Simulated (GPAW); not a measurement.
# BaS (Fm-3m) in GPAW: notebook

The runs below take BaS through equation of state, with PBE.

Everything below comes from runs of GPAW 26.7.0. Logs are shortened: lines on timing, memory, paths and dates and some standing lists are left out, and cuts for length are marked. The log counts tension as positive stress, the text compression.

**1. The crystal as given**

Symmetry: Fm-3m, No. 225, cubic system. Conventional cell: a = 6.388 Å, b = 6.388 Å, c = 6.388 Å, α = 90.00°, β = 90.00°, γ = 90.00°. Around Ba (site symmetry m-3m) lie 6 S at 3.19 Å. S (site symmetry m-3m) has 6 Ba at 3.19 Å as nearest neighbours.

**2. Equation of state, PBE**

run.py

```python
from ase import Atoms
from ase.eos import EquationOfState
from ase.io import Trajectory
from ase.units import GPa
from gpaw import GPAW, PW

atoms = Atoms(['Ba', 'S'],
              cell=[[0.0, 3.19375, 3.19375],
                    [3.19375, 0.0, 3.19375],
                    [3.19375, 3.19375, 0.0]],
              scaled_positions=[[0.0, 0.0, 0.0],
                                [0.5, 0.5, 0.5]],
              pbc=True)

traj = Trajectory('eos.traj', 'w')
volumes, energies = [], []
for x in [0.94, 0.96, 0.98, 1.0, 1.02, 1.04, 1.06]:
    a = atoms.copy()
    a.set_cell(atoms.cell * x**(1 / 3), scale_atoms=True)
    calc = GPAW(mode=PW(600),
                xc='PBE',
                kpts={'size': (7, 7, 7), 'gamma': True},
                occupations={'name': 'fermi-dirac', 'width': 0.05},
                nbands=16,
                convergence={'density': 1e-05, 'energy': 1e-05},
                maxiter=150,
                txt=f'eos-{x:.2f}.txt')
    a.calc = calc
    energies.append(a.get_potential_energy(force_consistent=True))
    volumes.append(a.get_volume())
    p = -a.get_stress()[:3].mean() / GPa
    calc.write(f'eos-{x:.2f}.gpw')
    traj.write(a)
    print(f'{x:.2f} {volumes[-1]:10.4f} A^3 {energies[-1]:14.6f} eV {p:9.3f} GPa', flush=True)

v0, e0, B = EquationOfState(volumes, energies, eos='birchmurnaghan').fit()
print(f'V0 = {v0:.4f} A^3, E0 = {e0:.6f} eV, B0 = {B / GPa:.2f} GPa')
```

Potentials or basis: GPAW PAW data sets (gpaw-data 1.2.1), pw.

Started as:

```console
> OMP_NUM_THREADS=1 python run.py
```

Standard output:

```text
__  _  _
 | _ |_)|_||  |
 |__||  | ||/\| - 26.7.0

Input parameters:
  mode=PW(ecut=600.0),
  convergence={'density': 1e-05, 'energy': 1e-05},
  kpts=MonkhorstPack(size=(7, 7, 7), gamma=True),
  maxiter=150,
  nbands=16,
  occupations=Occupations(name='fermi-dirac', width=0.05),
  xc=XC(name='PBE')

Diagonalizing LCAO Hamiltonian
Converting LCAO to pw mode

                 S

       Ba

Atoms  # Å, Bohr magnetons
|   | symbol |        x |        y |        z |    initial magnetic moments |
|---|--------|----------|----------|----------|-----------------------------|
| 0 |     Ba | 0.000000 | 0.000000 | 0.000000 | ( 0.0000,  0.0000,  0.0000) |
| 1 |      S | 3.150586 | 3.150586 | 3.150586 | ( 0.0000,  0.0000,  0.0000) |

Unit cell  # Å
| periodic |        x |        y |        z |  lengths |    angles |
|----------|----------|----------|----------|----------|-----------|
|      yes | 0.000000 | 3.150586 | 3.150586 | 4.455601 | 60.000000 |
|      yes | 3.150586 | 0.000000 | 3.150586 | 4.455601 | 60.000000 |
|      yes | 3.150586 | 3.150586 | 0.000000 | 4.455601 | 60.000000 |

Number of symmetries: 48
Symmetry operations  # r_c * U_cc + t_c -> r_c
|    | kind |            matrix            |
|----|------|------------------------------|
|  0 |  σ   |  1, 0, 0,  1, 0,-1,  1,-1, 0 |
|  1 |  C2  |  1, 0, 0,  1,-1, 0,  1, 0,-1 |
|  2 |  E   |  1, 0, 0,  0, 1, 0,  0, 0, 1 |
|  3 |  σ   |  1, 0, 0,  0, 0, 1,  0, 1, 0 |
|  4 |  C4  |  1, 0,-1,  1, 0, 0,  1,-1, 0 |
|  5 |  S6  |  1, 0,-1,  1,-1, 0,  1, 0, 0 |
|  6 |  σ   |  1, 0,-1,  0, 1,-1,  0, 0,-1 |
|  7 |  C3  |  1, 0,-1,  0, 0,-1,  0, 1,-1 |
|  8 |  S6  |  1,-1, 0,  1, 0, 0,  1, 0,-1 |
|  9 |  C4  |  1,-1, 0,  1, 0,-1,  1, 0, 0 |
| 10 |  C3  |  1,-1, 0,  0,-1, 1,  0,-1, 0 |
| 11 |  σ   |  1,-1, 0,  0,-1, 0,  0,-1, 1 |
| 12 |  σ   |  0, 1, 0,  1, 0, 0,  0, 0, 1 |
| 13 |  C4  |  0, 1, 0,  0, 1,-1, -1, 1, 0 |
| 14 |  C3  |  0, 1, 0,  0, 0, 1,  1, 0, 0 |
| 15 |  S6  |  0, 1, 0, -1, 1, 0,  0, 1,-1 |
| 16 |  C2  |  0, 1,-1,  1, 0,-1,  0, 0,-1 |
| 17 |  σ   |  0, 1,-1,  0, 1, 0, -1, 1, 0 |
| 18 |  S4  |  0, 1,-1,  0, 0,-1,  1, 0,-1 |
| 19 |  C4  |  0, 1,-1, -1, 1, 0,  0, 1, 0 |
| 20 |  C3  |  0, 0, 1,  1, 0, 0,  0, 1, 0 |
| 21 |  σ   |  0, 0, 1,  0, 1, 0,  1, 0, 0 |
| 22 |  S6  |  0, 0, 1,  0,-1, 1, -1, 0, 1 |
| 23 |  C4  |  0, 0, 1, -1, 0, 1,  0,-1, 1 |
| 24 |  S4  |  0, 0,-1,  1, 0,-1,  0, 1,-1 |
| 25 |  C3  |  0, 0,-1,  0, 1,-1,  1, 0,-1 |
| 26 |  C2  |  0, 0,-1,  0,-1, 0, -1, 0, 0 |
| 27 |  S6  |  0, 0,-1, -1, 0, 0,  0,-1, 0 |
| 28 |  S4  |  0,-1, 1,  1,-1, 0,  0,-1, 0 |
| 29 |  C4  |  0,-1, 1,  0, 0, 1, -1, 0, 1 |
| 30 |  C2  |  0,-1, 1,  0,-1, 0,  1,-1, 0 |
| 31 |  σ   |  0,-1, 1, -1, 0, 1,  0, 0, 1 |
| 32 |  C3  |  0,-1, 0,  1,-1, 0,  0,-1, 1 |
| 33 |  S6  |  0,-1, 0,  0, 0,-1, -1, 0, 0 |
| 34 |  S4  |  0,-1, 0,  0,-1, 1,  1,-1, 0 |
| 35 |  C2  |  0,-1, 0, -1, 0, 0,  0, 0,-1 |
| 36 |  C2  | -1, 1, 0,  0, 1, 0,  0, 1,-1 |
| 37 |  S6  | -1, 1, 0,  0, 1,-1,  0, 1, 0 |
| 38 |  S4  | -1, 1, 0, -1, 0, 1, -1, 0, 0 |
| 39 |  C3  | -1, 1, 0, -1, 0, 0, -1, 0, 1 |
| 40 |  S6  | -1, 0, 1,  0, 0, 1,  0,-1, 1 |
| 41 |  C2  | -1, 0, 1,  0,-1, 1,  0, 0, 1 |
| 42 |  C3  | -1, 0, 1, -1, 1, 0, -1, 0, 0 |
| 43 |  S4  | -1, 0, 1, -1, 0, 0, -1, 1, 0 |
| 44 |  C2  | -1, 0, 0,  0, 0,-1,  0,-1, 0 |
| 45 |  i   | -1, 0, 0,  0,-1, 0,  0, 0,-1 |
| 46 |  σ   | -1, 0, 0, -1, 1, 0, -1, 0, 1 |
| 47 |  C2  | -1, 0, 0, -1, 0, 1, -1, 1, 0 |

BZ-sampling:
  Number of BZ points: 343
  Number of IBZ points: 20

  Monkhorst-Pack size: [7, 7, 7]
  Monkhorst-Pack shift: [0, 0, 0]

K-points  # in reciprocal-cell coordinates
|     |                                coordinates |     weight |
|-----|--------------------------------------------|------------|
|   0 | (  0.00000000,   0.00000000,   0.00000000) | 0.00291545 |
|   1 | (  0.14285714,   0.14285714,   0.00000000) | 0.01749271 |
|   2 | (  0.14285714,   0.14285714,   0.14285714) | 0.02332362 |
|   3 | (  0.28571429,   0.14285714,   0.14285714) | 0.03498542 |
|   4 | (  0.28571429,   0.28571429,   0.00000000) | 0.01749271 |
|   5 | (  0.28571429,   0.28571429,   0.14285714) | 0.06997085 |
|   6 | (  0.28571429,   0.28571429,   0.28571429) | 0.02332362 |
|   7 | (  0.42857143,  -0.28571429,  -0.28571429) | 0.03498542 |
|   8 | (  0.42857143,   0.28571429,  -0.42857143) | 0.13994169 |
|   9 | (  0.42857143,   0.28571429,  -0.28571429) | 0.06997085 |
| ... |                                            |            |
|  19 | (  0.42857143,   0.42857143,   0.42857143) | 0.02332362 |

Plane wave coefficients: 2106
Cutoff: 600.0 eV

Spin-components: 1 (collinear spins)
Bands:           16
Projectors:      11
Spin-degeneracy: 2
Datatype:        complex128

Parallelization:
  kpt:    1
  domain: 1
  band:   1

Density:
  Valence electrons: 16.0
  Components: 1
  Grid points: [27 27 27]
  Charge: 0.0  # |e|

Potential:
  Grid points: [27 27 27]

species:
  Ba:
    name:    Barium
    Z:       56.0
    valence: 10
    core:    46
    charge:  0.0  # [|e|]
    compensation charges:
      type: gauss
      rc: 0.37  # [Å]
      lmax: 2
    cutoffs:
      filter: 2.06  # [Å]
      core: 2.33  # [Å]
    projectors
    | kind |    occ | energy [eV] | rcut [Å] |
    |------|--------|-------------|----------|
    |   5s |  2.000 |     -33.644 |    1.164 |
    |   6s |  2.000 |      -3.229 |    1.164 |
    |   5p |  6.000 |     -18.744 |    1.164 |
    |    p |        |       0.000 |    1.164 |
    |    d |        |       0.000 |    1.164 |
    |    d |        |      27.211 |    1.164 |

    Using partial waves for Ba as LCAO basis

  S:
    name:    Sulfur
    Z:       16.0
    valence: 6
    core:    10
    charge:  0.0  # [|e|]
    compensation charges:
      type: gauss
      rc: 0.24  # [Å]
      lmax: 2
    cutoffs:
      filter: 1.77  # [Å]
      core: 1.66  # [Å]
    projectors
    | kind |    occ | energy [eV] | rcut [Å] |
    |------|--------|-------------|----------|
    |   3s |  2.000 |     -17.254 |    0.974 |
    |   3p |  4.000 |      -7.008 |    0.979 |
    |    s |        |       9.957 |    0.974 |
    |    p |        |      20.203 |    0.979 |
    |    d |        |       0.000 |    0.900 |

    Using partial waves for S as LCAO basis

Reference energy: -232135.462409  # eV

eigensolver:
  PPCG
  Converge bands: occupied
  niter=2

density mixing:
  MSR1-Mixer
  Pratt-step length: 0.05
  Maximum mixing coefficient: 0.75
  Old densities: 10
  SVD Regularization: 0.005
  Good broyden scale: 1.0
  Trust region scale: 1.0
  Backstep threshold: 4.0
  History deletion threshold: 6.0
  Fourier metric: weight=20.0, sigma=0.015

occupation numbers:
  Fermi-Dirac:
    width: 0.0500  # eV

poisson solver:
  ecut: 4800.0  # eV

xc functional:
  name: PBE with 2 nearest neighbor stencil

convergence criteria:
- Maximum integral of absolute [dens]ity change: 1e-05 electrons / valence electron
- Maximum [total energy] change in last 3 cyles: 1e-05 eV / valence electron
- Maximum integral of absolute [eigenst]ate change: 4e-08 eV^2 / valence electron
maximum number of iterations: 150

SCF iterations
|iter     | |      energy | eigst |  dens |
|---------|-|-------------|-------|-------|
|iter:   1| |  -10.531341 | -0.23 |       |
|iter:   2| |  -10.441027 | -2.14 | -1.04 |
|iter:   3| |  -10.116814 | -1.90 | -1.09 |
|iter:   4| |  -10.123953 | -3.48 | -1.56 |
|iter:   5| |  -10.127857 | -3.94 | -1.93 |
|iter:   6| |  -10.127996 | -5.19 | -2.83 |
|iter:   7| |  -10.128002c| -6.93 | -3.52 |
|iter:   8| |  -10.128003c| -7.64c| -3.93 |
|iter:   9| |  -10.128003c| -8.51c| -5.18c|

Converged in 9 steps
Energy contributions relative to reference atoms: (reference = -232135.462409)

Energy contributions:
  Kinetic:          14.623418
  Coulomb:         -12.603024
  Zero:              0.024610
  External:          0.000000
  Xc:              -12.173008
  Entropy:          -0.000000
  Spinorbit:         0.000000
  ----------------------------
  Free energy:     -10.128003
  Extrapolated:    -10.128003

dipole moment: (-38.126791, -38.126791, -38.126791)  # |e|*Ang

Fermi level: 6.257
Eigenvalues  # (at kpt = [0.000, 0.000, 0.000])
| band index |      eig [eV] | occ [0-2] |
|------------|---------------|-----------|
|          0 |       -20.676 |     2.000 |
|          1 |        -5.758 |     2.000 |
|          2 |        -5.758 |     2.000 |
|          3 |        -5.758 |     2.000 |
|          4 |        -5.186 |     2.000 |
|          5 |         5.220 |     2.000 |
[... 8 lines left out ...]
|         14 |        13.911 |     0.000 |
|         15 |        20.284 |     0.000 |

Gap: 2.121 eV
Transition (v -> c):
  (s=0, k=0, n=7, [0.00, 0.00, 0.00]) -> (s=0, k=16, n=8, [0.43, 0.43, 0.00])
Direct/indirect transitions are different
Direct gap: 2.239 eV
Transition at: (s=0, k=16, n=7, [0.43, 0.43, 0.00])

Stress tensor  # eV/Ang^3
|         x |         y |         z |
|-----------|-----------|-----------|
| -0.020758 |  0.000000 |  0.000000 |
|  0.000000 | -0.020758 |  0.000000 |
|  0.000000 |  0.000000 | -0.020758 |

# Writing to eos-0.96.gpw (mode='')
```

Wall time 1.7 min (1 thread of Arm Neoverse V1, shared host); peak memory 0.24 GiB.

Results:

```
Equilibrium volume                      : 33.52 Å³/atom
Bulk modulus                            : 41 GPa
Pressure derivative of the bulk modulus : 4.3
```

Energy against volume, from the lowest point:
| volume (Å³/atom) | energy (meV/atom) |
| --- | --- |
| 30.622 | 37.81 |
| 31.273 | 21.77 |
| 31.925 | 10.40 |
| 32.576 | 3.29 |
| 33.228 | 0.00 |
| 33.879 | 0.14 |
| 34.531 | 3.38 |

The run has no spin-orbit coupling, so splittings on Ba are missing. PBE usually gives volumes a little too large and moduli too small.

(Part 1 of 2 ends here.)
